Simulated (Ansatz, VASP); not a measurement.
# One calculation of HfH3, two programs

```
CELL_PARAMETERS angstrom
3.04982 0.00000 0.00000
0.00000 3.04982 0.00000
0.00000 0.00000 3.04982
ATOMIC_POSITIONS crystal
Hf 0.00000 0.00000 0.00000
H 0.00000 0.50000 0.50000
H 0.50000 0.00000 0.50000
H 0.50000 0.50000 0.00000
```

Alike in both runs: functional BLYP; dispersion D3(BJ); k mesh 7 × 7 × 7; no spin polarisation.

Ansatz relaxed the structure, and its values are those at the end. VASP's run is a single point on that final structure, the one shown.

|  | VASP | Ansatz |
| --- | --- | --- |
| version | VASP 6.6.1 | Ansatz 0.2.0 |
| potentials or method | VASP PAW PBE potentials, release 64 (Hf_pv, H) | plane waves, PAW |
| plane-wave cutoff (eV) | 520 | 550 |
| occupations | methfessel-paxton of order 1, width 0.1 eV | cold |
| valence electrons in the cell | 13 | 29 |

|  | VASP | Ansatz | Ansatz less VASP |
| --- | --- | --- | --- |
| pressure (GPa) | -0.5 | 0.0 | +0.47 |
| dispersion energy (meV/atom) | -446.4 | -446.5 | -0.05 |

The two sets of potentials don't hold the same shells in valence.

Caveats: the PAW data sets were made with another functional, which shifts forces and pressure a little (VASP); pairwise dispersion overbinds metals, which lowers pressure and volume. Spin-orbit coupling is left out, which matters for the levels of Hf.
